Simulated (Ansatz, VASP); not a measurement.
## MnO in VASP and in Ansatz

```
CELL_PARAMETERS angstrom
0.00000 2.22391 2.22391
2.22391 0.00000 2.22391
2.22391 2.22391 0.00000
ATOMIC_POSITIONS crystal
Mn 0.00000 0.00000 0.00000
O 0.50000 0.50000 0.50000
```

The cell is a database's computed one.

Alike in both runs: task single point; functional PBE; k mesh 7 × 7 × 7; occupations fermi-dirac, width 0.05 eV; collinear spin.

```csv
,VASP,Ansatz
version,VASP 6.6.1,Ansatz 0.2.0
potentials or method,"VASP PAW PBE potentials, release 64 (Mn_pv, O)",Ansatz PAW
plane-wave cutoff (eV),520,420
valence electrons in the cell,19,21
```

Ansatz gave:

* gap on the k mesh at the Fermi level (eV): none
* pressure (GPa): -1.4
* net moment per atom (μB): 2.36
* size of the moment on the site where the two differ most (μB): 4.02

**Question.** What did VASP give for the same quantities?

**Answer.** gap on the k mesh at the Fermi level (eV): none; pressure (GPa): -1.2; net moment per atom (μB): 2.36; size of the moment on the site where the two differ most (μB): 4.30.

Site moments also hang on the region over which each program counts them. A gap of «none» marks a metal or a gap that the smearing closes. The two sets of potentials don't hold the same shells in valence.

Caveats: a cell with one magnetic atom can't hold antiferromagnetic order, which such compounds often take; semilocal functionals often make such compounds metallic where correlation or magnetic order opens a gap, which also shifts bond lengths; the pressure holds a Pulay correction of +0.6 GPa for the finite cutoff (Ansatz).
